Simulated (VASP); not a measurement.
# Shielding tensors and field gradients of MgO, part 2 of 5

Aim: NMR shielding tensors and field gradients of MgO. The cell has space group P6_3/mmc, a computed entry that need not be the common form of this compound. The start is a computed cell from the Materials Project.

VASP 6.6.1, plane waves and PAW; the level of theory is named at each step.

So far. Step 2 (Relaxation): The forces stay under 1e-4 eV/Å. Step 3 (Ground state): The cell has a gap of 3.34 eV on this mesh and a pressure of -3.8 GPa, which holds the misfit of the given cell and coordinates with this functional, and any error of cutoff, mesh and data sets.

## (4) Shielding tensors

This step: chemical shifts by linear response (GIPAW), LDA; plane waves and PAW (Mg, O) (VASP 6.6.1).

LCHIMAG computes the induced currents by linear response. It needs tightly converged orbitals and a cutoff well above the default; LEFG adds the field gradients at no cost.

Input file INCAR:

```
SYSTEM = MgO
PREC = Accurate
ENCUT = 560
EDIFF = 1E-09
NELM = 100
ISMEAR = 0
SIGMA = 0.01
LREAL = .FALSE.
ALGO = Normal
GGA = CA
NBANDS = 14
LWAVE = .FALSE.
LCHARG = .FALSE.
KPAR = 2
LCHIMAG = .TRUE.
LEFG = .TRUE.
DQ = 0.001
ICHIBARE = 1
LNMR_SYM_RED = .TRUE.
```

Input file POSCAR:

```
MgO
1.0
    3.4863778627      0.0000000000      0.0000000000
   -1.7431889314      3.0192917963      0.0000000000
    0.0000000000      0.0000000000      4.1780412200
Mg O
2 2
Direct
    0.3333333333      0.6666666667      0.2500000000
    0.6666666667      0.3333333333      0.7500000000
    0.3333333333      0.6666666667      0.7500000000
    0.6666666667      0.3333333333      0.2500000000
```

Input file KPOINTS:

```
Automatic mesh
0
Gamma
7 7 6
0 0 0
```

PAW data sets: Mg and O (LDA family, release 64).

The run is started by

```console
$ mpirun -np 2 vasp_std
```

Output:

```text
[banner, memory and clock lines left out]
running    2 mpi-ranks, on    1 nodes
 distrk:  each k-point on    1 cores,    2 groups
 distr:  one band on    1 cores,    1 groups

 POSCAR found type information on POSCAR MgO
 POSCAR found :  2 types and       4 ions
 LDA part: xc-table for (Slater(with rela. corr.)+CA(PZ))
 , standard interpolation
 POSCAR, INCAR and KPOINTS ok, starting setup
 FFT: planning ... GRIDC
 FFT: planning ... GRID_SOFT
 FFT: planning ... GRID
 WAVECAR not read
 entering main loop
       N       E                     dE             d eps       ncg     rms          rms(c)
DAV:   1     0.677162173588E+02    0.67716E+02   -0.81271E+03   896   0.109E+03
DAV:   2    -0.257885366934E+02   -0.93505E+02   -0.84122E+02  1194   0.221E+02
DAV:   3    -0.304968127043E+02   -0.47083E+01   -0.46817E+01  1154   0.514E+01
DAV:   4    -0.305207290371E+02   -0.23916E-01   -0.23913E-01  1004   0.430E+00
DAV:   5    -0.305208563494E+02   -0.12731E-03   -0.12731E-03  1154   0.305E-01    0.109E+01
DAV:   6    -0.266761449219E+02    0.38447E+01   -0.12122E+01  1004   0.281E+01    0.359E+00
DAV:   7    -0.265695080106E+02    0.10664E+00   -0.28245E-01   938   0.404E+00    0.206E+00
DAV:   8    -0.265027094091E+02    0.66799E-01   -0.13002E-01  1058   0.385E+00    0.542E-01
DAV:   9    -0.264991593881E+02    0.35500E-02   -0.16984E-02  1094   0.116E+00    0.119E-01
DAV:  10    -0.264991944853E+02   -0.35097E-04   -0.64046E-04   956   0.234E-01    0.185E-02
DAV:  11    -0.264991873500E+02    0.71352E-05   -0.33755E-05  1142   0.476E-02    0.806E-03
DAV:  12    -0.264991877292E+02   -0.37924E-06   -0.92920E-07  1022   0.700E-03    0.650E-03
DAV:  13    -0.264991871776E+02    0.55165E-06   -0.19171E-06  1082   0.123E-02    0.283E-04
DAV:  14    -0.264991871683E+02    0.93039E-08   -0.25327E-08  1010   0.150E-03    0.325E-04
DAV:  15    -0.264991871639E+02    0.44186E-08   -0.65680E-09  1112   0.669E-04    0.100E-05
DAV:  16    -0.264991871631E+02    0.75374E-09   -0.13123E-10   580   0.994E-05
ion   1
     0.0000000    -0.0000000     0.0000000     0.0143857    -0.0000000    -0.0000000
     0.0000337    -0.0000000     0.0000000     0.0143857    -0.0000000    -0.0000000
     0.0000464    -0.0000000     0.0000000     0.0143857    -0.0000000    -0.0000000
     0.0000638    -0.0000000     0.0000000     0.0143857    -0.0000000    -0.0000000
     0.0000879    -0.0000000     0.0000000     0.0143857    -0.0000000    -0.0000000

     0.0000000    -0.0000000    -0.0000000     0.3449766    -0.0000000    -0.0000000
     0.0000337    -0.0000000    -0.0000000     0.3449763    -0.0000000    -0.0000000
     0.0000464    -0.0000000    -0.0000000     0.3449762    -0.0000000    -0.0000000
     0.0000638    -0.0000000    -0.0000000     0.3449759    -0.0000000    -0.0000000
     0.0000879    -0.0000000    -0.0000000     0.3449754    -0.0000000    -0.0000000

ion   2
     0.0000000    -0.0000000    -0.0000000     0.0143857    -0.0000000    -0.0000000
     0.0000337    -0.0000000    -0.0000000     0.0143857    -0.0000000    -0.0000000
     0.0000464    -0.0000000    -0.0000000     0.0143857    -0.0000000    -0.0000000
     0.0000638    -0.0000000    -0.0000000     0.0143857    -0.0000000    -0.0000000
     0.0000879    -0.0000000    -0.0000000     0.0143857    -0.0000000    -0.0000000

     0.0000000    -0.0000000    -0.0000000     0.3449766     0.0000000    -0.0000000
     0.0000337    -0.0000000    -0.0000000     0.3449763     0.0000000    -0.0000000
     0.0000464    -0.0000000    -0.0000000     0.3449762     0.0000000    -0.0000000
     0.0000638    -0.0000000    -0.0000000     0.3449759     0.0000000    -0.0000000
     0.0000879    -0.0000000    -0.0000000     0.3449754     0.0000000    -0.0000000

ion   3
     0.0000000    -0.0000000     0.0000000     1.9350629     0.0000000    -0.0000000
     0.0000293    -0.0000000     0.0000000     1.9350629     0.0000000    -0.0000000
     0.0000403    -0.0000000     0.0000000     1.9350629     0.0000000    -0.0000000
     0.0000555    -0.0000000     0.0000000     1.9350629     0.0000000    -0.0000000
     0.0000765    -0.0000000     0.0000000     1.9350628     0.0000000    -0.0000000

     0.0000000    -0.0000000     0.0000000     5.3043227     0.0000000    -0.0000000
     0.0000293    -0.0000000     0.0000000     5.3043215     0.0000000    -0.0000000
     0.0000403    -0.0000000     0.0000000     5.3043206     0.0000000    -0.0000000
     0.0000555    -0.0000000     0.0000000     5.3043192     0.0000000    -0.0000000
     0.0000765    -0.0000000     0.0000000     5.3043168     0.0000000    -0.0000000

ion   4
     0.0000000    -0.0000000     0.0000000     1.9350629     0.0000000    -0.0000000
     0.0000293    -0.0000000     0.0000000     1.9350629     0.0000000    -0.0000000
     0.0000403    -0.0000000     0.0000000     1.9350629     0.0000000    -0.0000000
     0.0000555    -0.0000000     0.0000000     1.9350629     0.0000000    -0.0000000
     0.0000765    -0.0000000     0.0000000     1.9350628     0.0000000    -0.0000000

     0.0000000    -0.0000000     0.0000000     5.3043227     0.0000000    -0.0000000
     0.0000293    -0.0000000     0.0000000     5.3043215     0.0000000    -0.0000000
     0.0000403    -0.0000000     0.0000000     5.3043206     0.0000000    -0.0000000
     0.0000555    -0.0000000     0.0000000     5.3043192     0.0000000    -0.0000000
     0.0000765    -0.0000000     0.0000000     5.3043168     0.0000000    -0.0000000

   1 F= -.26499187E+02 E0= -.26499187E+02  d E =-.188575E-24
DAV:   1    -0.596795837001E+02   -0.59680E+02   -0.84050E-11   544   0.959E-06
DAV:   2    -0.596795837001E+02    0.13507E-10   -0.89274E-14   532   0.287E-06
BDIR= 1  IDIR= 2  IQ= -1
DAV:   1    -0.119341127552E+03   -0.11934E+03   -0.12396E-02  1948   0.796E-01
DAV:   2    -0.119341178747E+03   -0.51195E-04   -0.51195E-04  2176   0.164E-01
DAV:   3    -0.119341178851E+03   -0.10419E-06   -0.10422E-06  2146   0.776E-03
DAV:   4    -0.119341178852E+03   -0.68621E-09   -0.70502E-09  2254   0.644E-04
       N       E                     dE             d eps       ncg     rms
RMM:   1    -0.527584284581E+02   -0.52758E+02   -0.74455E+01  3304   0.424E+01
RMM:   2    -0.542464286731E+02   -0.14880E+01   -0.37206E+00  3725   0.559E+00
RMM:   3    -0.543082779026E+02   -0.61849E-01   -0.56363E-02  3725   0.828E-01
RMM:   4    -0.543107362178E+02   -0.24583E-02   -0.41294E-03  3738   0.183E-01
RMM:   5    -0.543109596359E+02   -0.22342E-03   -0.36021E-04  3743   0.479E-02
RMM:   6    -0.543109782069E+02   -0.18571E-04   -0.32791E-05  3505   0.132E-02
RMM:   7    -0.543109801034E+02   -0.18965E-05   -0.32311E-06  3122   0.388E-03
RMM:   8    -0.543109802731E+02   -0.16964E-06   -0.30995E-07  2833   0.114E-03
[...]
DAV:   2    -0.119355873088E+03   -0.51065E-04   -0.51065E-04  2146   0.163E-01
DAV:   3    -0.119355873192E+03   -0.10345E-06   -0.10347E-06  2236   0.769E-03
DAV:   4    -0.119355873193E+03   -0.67757E-09   -0.68662E-09  2164   0.629E-04
       N       E                     dE             d eps       ncg     rms
RMM:   1    -0.526533859367E+02   -0.52653E+02   -0.68742E+01  3305   0.422E+01
RMM:   2    -0.541951811177E+02   -0.15418E+01   -0.39069E+00  3699   0.660E+00
RMM:   3    -0.542890908495E+02   -0.93910E-01   -0.76487E-02  3746   0.106E+00
RMM:   4    -0.542923678279E+02   -0.32770E-02   -0.66149E-03  3746   0.255E-01
RMM:   5    -0.542927140839E+02   -0.34626E-03   -0.38620E-04  3761   0.625E-02
RMM:   6    -0.542927356736E+02   -0.21590E-04   -0.47854E-05  3618   0.178E-02
RMM:   7    -0.542927379475E+02   -0.22739E-05   -0.27251E-06  3250   0.448E-03
RMM:   8    -0.542927381095E+02   -0.16196E-06   -0.33990E-07  3033   0.135E-03
RMM:   9    -0.542927381300E+02   -0.20577E-07   -0.26391E-08  2731   0.386E-04
RMM:  10    -0.542927381317E+02   -0.16309E-08   -0.34752E-09  2535   0.137E-04
RMM:  11    -0.542927381319E+02   -0.22394E-09   -0.28367E-10  2336   0.613E-05
BDIR= 3  IDIR= 1  IQ=  0
DAV:   1    -0.119359168375E+03   -0.11936E+03   -0.61660E-12  1124   0.232E-05
DAV:   2    -0.119359168375E+03    0.20563E-10    0.16406E-12  1070   0.693E-06
       N       E                     dE             d eps       ncg     rms
RMM:   1    -0.526635857788E+02   -0.52664E+02   -0.68792E+01  3300   0.421E+01
RMM:   2    -0.542051940580E+02   -0.15416E+01   -0.38896E+00  3700   0.660E+00
RMM:   3    -0.542997856608E+02   -0.94592E-01   -0.77125E-02  3742   0.107E+00
RMM:   4    -0.543031162390E+02   -0.33306E-02   -0.67889E-03  3713   0.257E-01
RMM:   5    -0.543034631076E+02   -0.34687E-03   -0.38401E-04  3729   0.624E-02
RMM:   6    -0.543034843501E+02   -0.21243E-04   -0.45917E-05  3557   0.177E-02
RMM:   7    -0.543034867294E+02   -0.23794E-05   -0.29265E-06  3164   0.458E-03
RMM:   8    -0.543034869084E+02   -0.17895E-06   -0.39100E-07  2955   0.139E-03
RMM:   9    -0.543034869291E+02   -0.20736E-07   -0.25812E-08  2667   0.384E-04
RMM:  10    -0.543034869307E+02   -0.15883E-08   -0.33778E-09  2473   0.136E-04
RMM:  11    -0.543034869309E+02   -0.21726E-09   -0.27553E-10  2249   0.608E-05
BDIR= 3  IDIR= 1  IQ=  1
DAV:   1    -0.119362412543E+03   -0.11936E+03   -0.12395E-02  2020   0.796E-01
DAV:   2    -0.119362463626E+03   -0.51082E-04   -0.51082E-04  2152   0.163E-01
DAV:   3    -0.119362463731E+03   -0.10518E-06   -0.10516E-06  2236   0.774E-03
DAV:   4    -0.119362463731E+03   -0.70295E-09   -0.71088E-09  2170   0.634E-04
       N       E                     dE             d eps       ncg     rms
RMM:   1    -0.526734211642E+02   -0.52673E+02   -0.68840E+01  3302   0.421E+01
RMM:   2    -0.542112189817E+02   -0.15378E+01   -0.38365E+00  3700   0.660E+00
RMM:   3    -0.543098988783E+02   -0.98680E-01   -0.79909E-02  3745   0.108E+00
RMM:   4    -0.543134225041E+02   -0.35236E-02   -0.72262E-03  3745   0.261E-01
RMM:   5    -0.543138000075E+02   -0.37750E-03   -0.41678E-04  3769   0.638E-02
RMM:   6    -0.543138231872E+02   -0.23180E-04   -0.50495E-05  3619   0.182E-02
RMM:   7    -0.543138258882E+02   -0.27010E-05   -0.32347E-06  3248   0.472E-03
RMM:   8    -0.543138260884E+02   -0.20023E-06   -0.47053E-07  3029   0.144E-03
RMM:   9    -0.543138261094E+02   -0.20958E-07   -0.25423E-08  2733   0.386E-04
RMM:  10    -0.543138261109E+02   -0.15597E-08   -0.33240E-09  2537   0.136E-04
RMM:  11    -0.543138261112E+02   -0.21336E-09   -0.26947E-10  2342   0.610E-05
BDIR= 3  IDIR= 2  IQ= -1
DAV:   1    -0.119341127552E+03   -0.11934E+03   -0.12396E-02  1948   0.796E-01
DAV:   2    -0.119341178747E+03   -0.51195E-04   -0.51195E-04  2176   0.164E-01
DAV:   3    -0.119341178851E+03   -0.10421E-06   -0.10422E-06  2146   0.776E-03
DAV:   4    -0.119341178852E+03   -0.70305E-09   -0.70515E-09  2254   0.644E-04
       N       E                     dE             d eps       ncg     rms
RMM:   1    -0.526782457691E+02   -0.52678E+02   -0.68937E+01  3260   0.422E+01
RMM:   2    -0.542129846728E+02   -0.15347E+01   -0.39596E+00  3638   0.667E+00
RMM:   3    -0.543042706357E+02   -0.91286E-01   -0.72528E-02  3672   0.105E+00
RMM:   4    -0.543073357106E+02   -0.30651E-02   -0.63232E-03  3697   0.249E-01
RMM:   5    -0.543076514997E+02   -0.31579E-03   -0.36133E-04  3686   0.596E-02
RMM:   6    -0.543076714006E+02   -0.19901E-04   -0.42331E-05  3479   0.169E-02
RMM:   7    -0.543076737337E+02   -0.23331E-05   -0.27747E-06  3080   0.438E-03
RMM:   8    -0.543076738990E+02   -0.16532E-06   -0.36901E-07  2890   0.131E-03
RMM:   9    -0.543076739182E+02   -0.19194E-07   -0.24181E-08  2609   0.364E-04
RMM:  10    -0.543076739198E+02   -0.15367E-08   -0.34023E-09  2389   0.130E-04
RMM:  11    -0.543076739200E+02   -0.18156E-09   -0.23711E-10  2173   0.581E-05
BDIR= 3  IDIR= 2  IQ=  0
DAV:   1    -0.119359168375E+03   -0.11936E+03   -0.60916E-12  1124   0.232E-05
DAV:   2    -0.119359168375E+03   -0.50591E-11    0.23266E-12  1070   0.693E-06
       N       E                     dE             d eps       ncg     rms
RMM:   1    -0.526778722484E+02   -0.52678E+02   -0.68935E+01  3258   0.422E+01
RMM:   2    -0.542095277143E+02   -0.15317E+01   -0.39397E+00  3635   0.666E+00
RMM:   3    -0.543001257786E+02   -0.90598E-01   -0.71866E-02  3667   0.105E+00
RMM:   4    -0.543031542656E+02   -0.30285E-02   -0.62446E-03  3675   0.248E-01
RMM:   5    -0.543034649823E+02   -0.31072E-03   -0.35521E-04  3673   0.593E-02
RMM:   6    -0.543034844841E+02   -0.19502E-04   -0.41452E-05  3456   0.168E-02
RMM:   7    -0.543034867624E+02   -0.22783E-05   -0.27074E-06  3056   0.434E-03
RMM:   8    -0.543034869234E+02   -0.16095E-06   -0.35918E-07  2862   0.130E-03
RMM:   9    -0.543034869420E+02   -0.18607E-07   -0.23424E-08  2576   0.359E-04
RMM:  10    -0.543034869435E+02   -0.14831E-08   -0.32746E-09  2353   0.128E-04
RMM:  11    -0.543034869437E+02   -0.17523E-09   -0.22917E-10  2118   0.578E-05
BDIR= 3  IDIR= 2  IQ=  1
DAV:   1    -0.119377106751E+03   -0.11938E+03   -0.12400E-02  1948   0.796E-01
DAV:   2    -0.119377157984E+03   -0.51233E-04   -0.51233E-04  2176   0.164E-01
DAV:   3    -0.119377158089E+03   -0.10443E-06   -0.10440E-06  2134   0.783E-03
DAV:   4    -0.119377158089E+03   -0.67058E-09   -0.70632E-09  2242   0.645E-04
       N       E                     dE             d eps       ncg     rms
RMM:   1    -0.526771473879E+02   -0.52677E+02   -0.68931E+01  3261   0.422E+01
RMM:   2    -0.542056514000E+02   -0.15285E+01   -0.39196E+00  3637   0.666E+00
RMM:   3    -0.542955590980E+02   -0.89908E-01   -0.71128E-02  3671   0.104E+00
RMM:   4    -0.542985589395E+02   -0.29998E-02   -0.61747E-03  3692   0.247E-01
RMM:   5    -0.542988652430E+02   -0.30630E-03   -0.35039E-04  3688   0.591E-02
RMM:   6    -0.542988844328E+02   -0.19190E-04   -0.40698E-05  3479   0.167E-02
RMM:   7    -0.542988866659E+02   -0.22331E-05   -0.26601E-06  3079   0.433E-03
RMM:   8    -0.542988868235E+02   -0.15763E-06   -0.35083E-07  2895   0.129E-03
RMM:   9    -0.542988868417E+02   -0.18134E-07   -0.22867E-08  2609   0.358E-04
RMM:  10    -0.542988868431E+02   -0.14221E-08   -0.29608E-09  2391   0.128E-04
RMM:  11    -0.542988868433E+02   -0.18886E-09   -0.24774E-10  2177   0.586E-05
       N       E                     dE             d eps       ncg     rms
RLQ:   1    -0.782505614303E+00   -0.78251E+00   -0.14052E+00  2447   0.475E+00
RLQ:   2    -0.833954630091E+00   -0.51449E-01   -0.10143E-01  3337   0.110E+00
RLQ:   3    -0.836440435946E+00   -0.24858E-02   -0.25420E-03  3308   0.155E-01
RLQ:   4    -0.836525488769E+00   -0.85053E-04   -0.15915E-04  3103   0.318E-02
RLQ:   5    -0.836531945998E+00   -0.64572E-05   -0.10516E-05  2836   0.761E-03
RLQ:   6    -0.836532301790E+00   -0.35579E-06   -0.77105E-07  2542   0.183E-03
RLQ:   7    -0.836532335619E+00   -0.33829E-07   -0.45435E-08  2307   0.482E-04
RLQ:   8    -0.836532337680E+00   -0.20606E-08   -0.48787E-09  2056   0.147E-04
RLQ:   9    -0.836532337910E+00   -0.22987E-09   -0.29423E-10  1801   0.612E-05
```

It took 6.2 min on 2 MPI ranks of Intel Xeon 6975P-C (Granite Rapids), shared host; peak memory 0.69 GiB.

Parts of OUTCAR (step 4):

```text
 Found     32 irreducible k-points:

   ENCUT  =  560.0 eV  41.16 Ry    6.42 a.u.   6.73  6.73  8.06*2*pi/ulx,y,z

   NELECT =      16.0000    total number of electrons

  Total       -1.5979478     -1.5979478     -1.6104366      0.0000000      0.0000000      0.0000000
  in kB      -58.2131230    -58.2131230    -58.6680915      0.0000000      0.0000000      0.0000000
  external PRESSURE =     -58.3647792 kB  Pullay stress =       0.0000000 kB

  energy-cutoff  :      560.00
  volume of cell :       43.98
      direct lattice vectors                 reciprocal lattice vectors
     3.486377863  0.000000000  0.000000000     0.286830642  0.165601748  0.000000000
    -1.743188931  3.019291796  0.000000000     0.000000000  0.331203497  0.000000000
     0.000000000  0.000000000  4.178041220     0.000000000  0.000000000  0.239346609

 POSITION                                       TOTAL-FORCE (eV/Angst)
 -----------------------------------------------------------------------------------
     -0.00000      2.01286      1.04451        -0.000000     -0.000000      0.000000
      1.74319      1.00643      3.13353        -0.000000      0.000000      0.000000
     -0.00000      2.01286      3.13353         0.000000     -0.000000     -0.000000
      1.74319      1.00643      1.04451        -0.000000      0.000000      0.000000
 -----------------------------------------------------------------------------------
    total drift:                               -0.000000      0.000000     -0.000000

 Electric field gradients after diagonalization (V/A^2)
 (convention: |V_zz| > |V_xx| > |V_yy|)
----------------------------------------------------------------------
 ion       V_xx      V_yy      V_zz     asymmetry (V_yy - V_xx)/ V_zz
----------------------------------------------------------------------
   1       0.341     0.341    -0.683       0.000
   2       0.341     0.341    -0.683       0.000
   3       3.217     3.217    -6.434       0.000
   4       3.217     3.217    -6.434       0.000
----------------------------------------------------------------------

  ORBITAL MAGNETIC SUSCEPTIBILITY, excluding core contribution
 -------------------------------------------------------------
  Approximate magnetic susceptibility, pGv (10^-6 cm^3/mole)
     1        -24.191996          0.000000          0.000000
     2          0.000000        -24.114541          0.000000
     3          0.000000          0.000000        -24.259618
 -------------------------------------------------------------
  Approximate magnetic susceptibility, vGv (10^-6 cm^3/mole)
     1        -23.442540          0.000000          0.000000
     2          0.000000        -23.318958          0.000000
     3          0.000000          0.000000        -23.200819

  CSA tensor (J. Mason, Solid State Nucl. Magn. Reson. 2, 285 (1993))
  for chemical shielding  (including the isotropic core contribution)

  BDIR labels direction of applied magnetic field (i.e. B0)
  For BDIR==1, B0 along x-axis, etc.
  Induced field listed along cartesian directions for each BDIR
 ------------------------------------------------------------------------------------------
                 EXCLUDING G=0 CONTRIBUTION              INCLUDING G=0 CONTRIBUTION
 ------------------------------------------------------------------------------------------
  ion  BDIR            X           Y           Z                X           Y           Z
          (   iso_shield        span        skew ) (   iso_shield        span        skew )
 ------------------------------------------------------------------------------------------
    1     1     525.8004      0.0000      0.0000         535.9635      0.0000      0.0000
          2       0.0000    525.8015     -0.0000           0.0000    535.9401     -0.0000
          3       0.0000     -0.0000    489.4518           0.0000     -0.0000    499.6363
          (     513.6845     36.3496     -0.9999 ) (     523.8466     36.3272     -0.9987 )

    2     1     525.8004      0.0000      0.0000         535.9635      0.0000      0.0000
          2       0.0000    525.8015     -0.0000           0.0000    535.9401     -0.0000
          3       0.0000     -0.0000    489.4518           0.0000     -0.0000    499.6363
          (     513.6845     36.3496     -0.9999 ) (     523.8466     36.3272     -0.9987 )

    3     1     181.9305      0.0000      0.0000         192.0936      0.0000      0.0000
          2       0.0000    181.9322     -0.0000           0.0000    192.0708     -0.0000
          3      -0.0000      0.0000    159.7799          -0.0000      0.0000    169.9644
          (     174.5475     22.1523     -0.9998 ) (     184.7096     22.1292     -0.9979 )

    4     1     181.9305      0.0000      0.0000         192.0936      0.0000      0.0000
          2       0.0000    181.9322     -0.0000           0.0000    192.0708     -0.0000
          3      -0.0000      0.0000    159.7799          -0.0000      0.0000    169.9644
          (     174.5475     22.1523     -0.9998 ) (     184.7096     22.1292     -0.9979 )
 ------------------------------------------------------------------------------------------

[... 7 parts as in an earlier step ...]

[... 1 further part left out ...]
```

This step gave:

```
free energy (TOTEN)            : -26.50 eV
Fermi energy                   : 1.747 eV
pressure                       : -5.836 GPa
gap on the k-mesh              : 3.335 eV
least direct gap on the k-mesh : 3.335 eV
```

Valence and core; the G = 0 term is that of a spherical sample. NMR shielding, by row:

```
atom  isotropic shielding (ppm)  span (ppm)     skew  isotropic shielding without the G = 0 term (ppm)
 Mg1                      523.8       36.33  -0.9987                                             513.7
 Mg2                      523.8       36.33  -0.9987                                             513.7
  O3                      184.7       22.13  -0.9979                                             174.5
  O4                      184.7       22.13  -0.9979                                             174.5
```

(Continued in part 3 of 5.)

[Lines on the potential files, build, host, timing and source positions are cut from VASP's logs without a mark.]

[Logs are printed without paths, hosts, clocks, repeated set-up lines and the standing remarks that a program may print on its own settings, such as how far it seeks lower states.]

[Hosts, paths, dates, database ids (printed as entryN), source tags and the programs' standing remarks are cut or masked in the printed files.]
